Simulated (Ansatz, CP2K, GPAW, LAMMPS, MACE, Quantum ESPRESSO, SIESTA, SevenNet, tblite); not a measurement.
# Amorphous Hg33S25Se8 (66 atoms): one structure in several programs

How near do other programs and methods come to a plane-wave reference for amorphous Hg33S25Se8 (66 atoms)? A plane-wave run serves as the reference.

Calculated with Quantum ESPRESSO 7.5; Kohn-Sham DFT, PBE, SSSP efficiency 1.3.0 pseudopotentials, plane waves.

## 1. Set-up

The cell holds 66 atoms: 33 Hg, 25 S and 8 Se. Cell: a = 12.034 Å, b = 12.034 Å, c = 12.034 Å, α = 90.0°, β = 90.0°, γ = 90.0°. 66 atoms (33 Hg, 25 S, 8 Se) placed at random at 7.67 g/cm³, melted at 2500 K for 10 ps at fixed volume with the Stillinger-Weber II-VI potential (Zhou et al., Phys. Rev. B 88, 085309 (2013)). Quenched from 2500 K to 500 K at 30 K/ps and fixed volume, held 5 ps, then minimised at fixed cell.

## 2. Plane-wave reference

File pw.in:

```
&control
  calculation = 'scf'
  pseudo_dir = './pseudo'
  outdir = './tmp'
  disk_io = 'none'
  tprnfor = .true.
  tstress = .true.
/
&system
  ibrav = 0
  nat = 66
  ntyp = 3
  ecutwfc = 45
  ecutrho = 360
  nosym = .true.
  occupations = 'smearing'
  smearing = 'fd'
  degauss = 0.003675
/
&electrons
  conv_thr = 3.3e-07
  electron_maxstep = 100
  mixing_beta = 0.4
  mixing_mode = 'plain'
  diagonalization = 'david'
/
ATOMIC_SPECIES
Hg 200.592 Hg.upf
S 32.060 S.upf
Se 78.971 Se.upf
CELL_PARAMETERS angstrom
12.03400 0.00000 0.00000
0.00000 12.03400 0.00000
0.00000 0.00000 12.03400
ATOMIC_POSITIONS crystal
Hg 0.30856 0.40498 0.34921
Hg 0.36362 0.42984 0.07568
Hg 0.58573 0.89714 0.21871
Hg 0.16181 0.85302 0.40942
Hg 0.57644 0.60952 0.60057
Hg 0.79064 0.09607 0.55159
Hg 0.72913 0.82530 0.46656
Hg 0.78582 0.43271 0.70334
Hg 0.11120 0.60805 0.87690
Hg 0.23456 0.87576 0.13290
Hg 0.89670 0.79110 0.71053
Hg 0.50161 0.00679 0.47601
[... 50 atom lines left out ...]
Se 0.07353 0.66258 0.30530
Se 0.31705 0.30397 0.88550
Se 0.54179 0.41489 0.72380
Se 0.00524 0.86263 0.03375
K_POINTS gamma
```

On the command line:

```sh
> OMP_NUM_THREADS=1 mpirun -np 4 pw.x -in pw.in > output.txt
```

Log:

```text
Program PWSCF
     gamma-point specific algorithms are used
     one sub-group per band group will be used
     scalapack distributed-memory algorithm (size of sub-group:  2*  2 procs)
     Parallelization info
     sticks:   dense  smooth     PW     G-vecs:    dense   smooth      PW
     Min        3703    1853    463               339107   119940   14999
     Max        3706    1856    466               339110   119946   15002
     Sum       14817    7417   1861              1356433   479769   60005
     bravais-lattice index     =            0
     lattice parameter (alat)  =      22.7410  a.u.
     unit-cell volume          =   11760.5226 (a.u.)^3
     number of atoms/cell      =           66
     number of atomic types    =            3
     number of electrons       =       858.00
[... lines left out ...]
     scf convergence threshold =      3.3E-07
[... lines left out ...]
     number of k points=     1  Fermi-Dirac smearing, width (Ry)=  0.0037
[... lines left out ...]
     total energy              =  -11182.37463801 Ry
[... lines left out ...]
     total energy              =  -11180.32167920 Ry
[... lines left out ...]
     total energy              =  -11184.22994278 Ry
[... lines left out ...]
     total energy              =  -11184.98482380 Ry
[... lines left out ...]
     total energy              =  -11184.98482386 Ry
[... lines left out ...]
  -106.3466 -55.3629 -55.3363 -55.3283 -55.2421 -55.2296 -55.2169 -55.2152
   -55.2061 -55.1968 -55.1913 -55.1458 -55.1418 -55.1245 -55.1136 -55.0932
   -55.0747 -55.0730 -55.0681 -55.0602 -55.0583 -55.0569 -55.0564 -55.0495
[...]
13.5469  13.5994  13.6646  13.6827  13.7453  13.8320  13.8386  13.9733
    14.0193  14.0284  14.0678  14.1214  14.1665  14.2799  14.2938  14.3438
    14.3906  14.4099  14.4152
     the Fermi energy is     8.1665 ev
!    total energy              =  -11184.98482384 Ry
     estimated scf accuracy    <       0.00000010 Ry
     smearing contrib. (-TS)   =      -0.01455802 Ry
     internal energy E=F+TS    =  -11184.97026582 Ry
     The total energy is F=E-TS. E is the sum of the following terms:
     one-electron contribution =   -7314.08569877 Ry
     hartree contribution      =    3737.80324007 Ry
     xc contribution           =   -1352.33740134 Ry
     ewald contribution        =   -6256.35040578 Ry
     convergence has been achieved in  23 iterations
     Forces acting on atoms (cartesian axes, Ry/au):
     atom    1 type  1   force =    -0.00591989   -0.00000293    0.00304005
     atom    2 type  1   force =    -0.00177395    0.01141220   -0.01186362
     atom    3 type  1   force =    -0.01701122    0.00922524   -0.01636029
[...]
atom   65 type  3   force =     0.02255116    0.01419475    0.00724318
     atom   66 type  3   force =    -0.01125273   -0.00173564   -0.01362093
     Total force =     0.217255     Total SCF correction =     0.001676
     Computing stress (Cartesian axis) and pressure
          total   stress  (Ry/bohr**3)                   (kbar)     P=       -5.80
  -0.00004785  -0.00000307   0.00001640           -7.04       -0.45        2.41
  -0.00000307  -0.00002801   0.00001707           -0.45       -4.12        2.51
   0.00001640   0.00001707  -0.00004252            2.41        2.51       -6.25
     Message from routine punch:
     Nothing written, as per user request (disk_io='none')
```

Elapsed: 7 min, on 4 MPI ranks of Arm Neoverse V2, shared host; peak memory 4.5 GiB; 28 min of CPU time.

Banners, paths, timers and routine set-up lines are dropped from the logs unmarked, and long logs keep their key lines alone; longer cuts are marked.

Numbers from this run:

```
r.m.s. force component : 0.397 eV/Å
longest force          : 1.349 eV/Å
pressure               : -0.5803 GPa
```

## 3. The ladder

The programs:
- CP2K 2026.2: Gaussian basis with GTH pseudopotentials and a plane-wave density; labels give functional, basis (MOLOPT sets; SR short-range, UZH the newer set with its own potentials), grid cutoff/relative cutoff and solver (OT: orbital transformation; TRS4, TC2, SIGN: linear-scaling purification with its sparsity filter), or its built-in tight binding.
- GPAW 26.7.0: PAW with atomic orbitals (LCAO), plane waves or a real-space grid of spacing h.
- MACE: machine-learned potential, published weights.
- Quantum ESPRESSO 7.5: plane waves; labels (QE) give functional, pseudopotential set and cutoffs of waves/density.
- SIESTA 5.4.2: numerical atomic orbitals, whose automatically made sets are far from complete, with PseudoDojo norm-conserving potentials that we converted to its format (checked against plane waves on the same files for H, C, O, Si, Ge and Ca alone); labels give functional, basis size, energy shift and mesh cutoff.
- SevenNet: machine-learned potential, published weights.
- tblite 0.8.0: extended tight binding, driven from Python.

All use the same cell and atoms; the electronic-structure runs use the same k-mesh, and an electronic temperature of 580 K (0.05 eV) where levels are smeared.

Differences are against the plane-wave reference, forces as r.m.s. over components; share is that over the reference's r.m.s. force, slope the least-squares factor from reference forces to these. Total energies of different programs have different zeros and aren't compared.

```tsv
run	Δ force, r.m.s. (meV/Å)	share (%)	slope	Δ pressure (GPa)	cores	CPU time	memory (GiB)
reference	-	-	-	-	4	28 min	4.5
CP2K PBE, DZVP-MOLOPT-SR, 210/50 Ry, diagonalisation (coarse)	33.3	8.40	1.004	1.04	2	4.7 min	1.3
CP2K PBE, DZVP-MOLOPT-SR, 300/50 Ry, diagonalisation (coarse)	33.6	8.48	1.005	1.04	2	4.8 min	1.7
CP2K PBE, DZVP-MOLOPT-SR, 600/30 Ry, diagonalisation (coarse)	34.1	8.59	1.005	1.05	4	5.5 min	6.1
CP2K PBE, DZVP-MOLOPT-SR, 600/50 Ry, diagonalisation	33.6	8.48	1.004	1.04	4	6.8 min	6.1
GPAW PBE, LCAO dzp, h 0.2 Å	60.9	15.3	0.978	-	1	4 min	1.7
GPAW PBE, LCAO dzp, h 0.28 Å (coarse)	62.1	15.6	0.983	-	1	2.2 min	0.84
GPAW PBE, LCAO sz(dzp), h 0.2 Å (coarse)	222	56.0	0.905	-	1	1.8 min	1.5
GPAW PBE, LCAO szp(dzp), h 0.2 Å (coarse)	84.3	21.2	0.979	-	1	2.7 min	1.6
GPAW PBE, plane waves 450 eV	20.2	5.09	1.009	0.458	2	12 min	1.8
MACE MP-0b2 small potential	175	44.2	1.010	1.06	1	5.7 s	0.67
MACE MPA-0 medium potential	123	30.9	0.963	0.629	1	6.4 s	0.76
QE PBE, sssp-1.3.0-efficiency, 35/280 Ry (coarse)	5.50	1.39	0.999	-14.6	4	19 min	3.1
SIESTA PBE, DZP, shift 0.01 Ry, mesh 300 Ry	186	46.9	1.167	-4.39	2	2.3 min	1.0
SIESTA PBEsol, DZP, shift 0.01 Ry, mesh 300 Ry	201	50.5	1.157	-7.86	2	2.4 min	1.0
SevenNet l3i5 potential	151	37.9	1.031	0.536	1	7.2 s	0.9
tblite GFN1-xTB	345	87.0	1.084	-1.18	1	2.1 s	0.13
```

Rows marked coarse were listed beforehand as settings not expected to be converged; some can still land near the reference.

Times of the machine-learned potentials are mostly Python's start and the loading of weights.

CPU time is summed over cores on a shared host, where runs went side by side, so it is rough. Symmetry, cutoffs, thresholds, outputs and thread counts weren't matched or tuned between programs; memory under MPI is the largest rank's times the ranks.

Runs without a result: CP2K GFN1-xTB, diagonalisation (not converged, the SCF not settling).

Mean charges by element (e), by run and scheme:

```tsv
run	scheme	Hg	S	Se
CP2K PBE, DZVP-MOLOPT-SR, 600/50 Ry, diagonalisation	Mulliken	0.00	+0.01	-0.04
CP2K PBE, DZVP-MOLOPT-SR, 600/50 Ry, diagonalisation	Hirshfeld	+0.21	-0.22	-0.18
SIESTA PBE, DZP, shift 0.01 Ry, mesh 300 Ry	Hirshfeld	+0.63	-0.62	-0.64
SIESTA PBEsol, DZP, shift 0.01 Ry, mesh 300 Ry	Hirshfeld	+0.61	-0.61	-0.63
tblite GFN1-xTB	Mulliken	+0.26	-0.31	-0.12
```

Within one program, basis, potentials and functional, energies share a zero. Each run against its twin at the usual cutoff or grid and solver:

```tsv
run	twin	Δ energy (meV/atom)	Δ force, r.m.s. (meV/Å)	CPU time over the twin's
CP2K PBE, DZVP-MOLOPT-SR, 210/50 Ry, diagonalisation	DZVP-MOLOPT-SR, 600/50 Ry, diagonalisation	0.0499	7.36	0.69 (this twin ran on 4 cores)
CP2K PBE, DZVP-MOLOPT-SR, 300/50 Ry, diagonalisation	DZVP-MOLOPT-SR, 600/50 Ry, diagonalisation	0.0123	0.868	0.70 (this twin ran on 4 cores)
CP2K PBE, DZVP-MOLOPT-SR, 600/30 Ry, diagonalisation	DZVP-MOLOPT-SR, 600/50 Ry, diagonalisation	-0.0437	3.30	0.80
GPAW PBE, LCAO dzp, h 0.28 Å	LCAO dzp, h 0.2 Å	158	32.9	0.55
QE PBE, sssp-1.3.0-efficiency, 35/280 Ry	sssp-1.3.0-efficiency, 45/360 Ry	315	5.50	0.68
```

## 4. Summary of results

| Quantity | Value |
| --- | --- |
| reference r.m.s. force component | 0.397 eV/Å |
| nearest in forces | QE PBE, sssp-1.3.0-efficiency, 35/280 Ry (coarse), 1.4 % |
| farthest in forces | tblite GFN1-xTB, 87 % |
| cheapest electronic-structure run beside the reference | tblite GFN1-xTB, 2.1 s of CPU time |

PBE on plane waves or a grid with other potentials, cutoffs or grids, coarse settings apart, differs from the reference by 5.1 % (GPAW PBE, plane waves 450 eV) of the r.m.s. force; this holds the reference's own error, so differences of a few per cent don't tell which side is nearer the exact PBE result. The PBE runs in local orbitals, coarse settings apart, differ by 8.5 % (CP2K PBE, DZVP-MOLOPT-SR, 600/50 Ry, diagonalisation) to 47 % (SIESTA PBE, DZP, shift 0.01 Ry, mesh 300 Ry); basis, grid and potentials can all enter. Tight binding differs by 87 % (tblite GFN1-xTB); it is another model, with fitted parameters of its own, and the xTB methods hold dispersion. Machine-learned potentials differ by 31 % (MACE MPA-0 medium potential) to 44 % (MACE MP-0b2 small potential); they were trained on other programs' data. Rows with another functional or a dispersion term differ by 51 % (SIESTA PBEsol, DZP, shift 0.01 Ry, mesh 300 Ry), which mixes the change of model with differences of basis and potentials. Runs with settings chosen to be coarse differ by 1.4 % (QE PBE, sssp-1.3.0-efficiency, 35/280 Ry) to 56 % (GPAW PBE, LCAO sz(dzp), h 0.2 Å), their programs' other errors included. Of the electronic-structure runs that take under half the reference's CPU time, GPAW PBE, plane waves 450 eV comes nearest, at 5.1 % in 12 min against 28 min. In pressure, QE PBE, sssp-1.3.0-efficiency, 35/280 Ry misses by -14.6 GPa, at the same functional; a cutoff this low leaves a large Pulay stress. Charges hang on model, scheme and program or settings: among these rows the mean for S runs from -0.62 to +0.01 e. In the reference: levels near the Fermi energy are neither full nor empty under the smearing, so no gap is quoted. Periodic xTB results under one method name differ between programs and library versions. The potentials hold different valence shells: 858 electrons in the reference, 792 in GPAW, 594 in CP2K with DZVP-MOLOPT-SR and 938 in SIESTA; this bears on time and differences. The reference's pressure holds the uncorrected Pulay stress of its 45 Ry basis, so small pressure differences, and their order, may be the reference's own error. Machine-learned potentials mimic data converged in k, so the reference's own k-point error enters their differences. The quench rate of 30 K/ps is many orders above laboratory rates, so the cell is likely richer in defects and strain than a real sample. The network of bonds at the start is that of the classical potential that made the cell, and needn't be the one that DFT or experiment would give. The electronic-structure runs sample only Γ, in a cell whose shortest periodic width is 12 Å, which is coarse for a cell with partly filled levels. Spin–orbit coupling is left out, which matters for the levels of the heavy elements.

[Also dropped from logs without a mark: logging warnings of Python, and SIESTA's first energy breakdown and zero terms.]

[Logs are printed without paths, hosts, clocks, repeated set-up lines and the standing remarks that a program may print on its own settings, such as how far it seeks lower states.]

[Hosts, paths, dates, database ids (printed as entryN), source tags and the programs' standing remarks are cut or masked in the printed files.]
